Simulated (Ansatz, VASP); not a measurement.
## Two plane-wave programs on HgTe

```
CELL_PARAMETERS angstrom
0.00000 3.20187 3.20187
3.20187 0.00000 3.20187
3.20187 3.20187 0.00000
ATOMIC_POSITIONS crystal
Hg 0.00000 0.00000 0.00000
Te 0.75000 0.75000 0.75000
```

Change from the starting cell: volume scaled by 0.98, PAW files.

Alike in both runs: task electric field gradients; functional PBEsol; k mesh 9 × 9 × 9; occupations fermi-dirac, width 0.05 eV; no spin polarisation.

|  | VASP | Ansatz |
| --- | --- | --- |
| version | VASP 6.6.1 | Ansatz 0.2.0 |
| potentials or method | VASP PAW PBE potentials, release 64 (Hg, Te) | PAW with Ansatz's default frozen-core files, scalar-relativistic |
| plane-wave cutoff (eV) | 520 | 420 |
| valence electrons in the cell | 18 | 36 |

|  | VASP | Ansatz | Ansatz less VASP |
| --- | --- | --- | --- |
| pressure (GPa) | 2.5 | 2.4 | -0.14 |
| Vzz of the field gradient on the site that differs most (V/Å²) | 0.0 | 0.0 | 0.00 |

The two sets of potentials don't hold the same shells in valence. Ansatz warned: «gradients_without_spin_orbit».

Caveats: the PAW data sets were made with another functional, which shifts forces and pressure a little (VASP). The runs have no spin-orbit coupling, so splittings on Hg, Te are missing.
